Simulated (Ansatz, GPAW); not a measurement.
AlAu: programs and potentials compared

```
Au Al
1.0
     3.22394    0.00000    0.00000
     0.00000    3.22394    0.00000
     0.00000    0.00000    3.22394
Au Al
1 1
Direct
  0.50000 0.50000 0.50000
  0.00000 0.00000 0.00000
```

The cell comes from a database or a generator and needn't be the stable form of this composition.

Alike in all runs: task band structure; functional PBEsol; k mesh 8 × 8 × 8; occupations fermi-dirac, width 0.05 eV; no spin polarisation; no spin-orbit coupling. Pressure is positive in compression and, in plane waves, holds the error of the finite cutoff, which Ansatz's Pulay term estimates and takes out.

```json
{"program and potentials": "Ansatz, PAW datasets made for the crystal", "plane-wave cutoff (eV)": "260", "notes": "-", "band gap (eV)": "no gap", "pressure (GPa)": "-5.15"}
{"program and potentials": "GPAW, PAW data sets generated for this functional", "plane-wave cutoff (eV)": "600", "notes": "-", "band gap (eV)": "no gap", "pressure (GPa)": "-4.54"}
{"program and potentials": "Ansatz, all-electron LAPW, scalar-relativistic", "plane-wave cutoff (eV)": "-", "notes": "-", "band gap (eV)": "no gap", "pressure (GPa)": "-5.15"}
```

None finds a gap. The pressure spans -5.15 (Ansatz, PAW datasets made for the crystal) to -4.54 GPa (GPAW, PAW data sets generated for this functional), with all-electron results at -5.15.

The functional is the same throughout but for its coding, so the spread measures potentials, basis and numerics; runs on potential files found faulty are left out.

All three calculations describe this CsCl-type cell as a metal, as expected for an intermetallic of gold and aluminium. Broad bands of Al 3s and 3p and Au 6s character overlap across the Fermi level, while the nearly filled Au 5d shell lies mostly below it. Gold's higher electronegativity draws charge towards it and adds polarity to the bonding, but not enough to separate filled from empty states as in an ionic compound.

The negative pressures show that the cell is stretched relative to its PBEsol equilibrium and would contract if relaxed. This suggests a lattice constant taken from a functional that binds less tightly, such as PBE. The PAW datasets made for the crystal reproduce the all-electron pressure of -5.15 GPa, whereas GPAW gives a somewhat weaker tension, possibly through its datasets or residual basis error. That difference changes neither the sign of the pressure nor the metallic character. Agreement in pressure does not, however, establish equal accuracy for the position of the Au 5d bands or the shape of the Fermi surface.
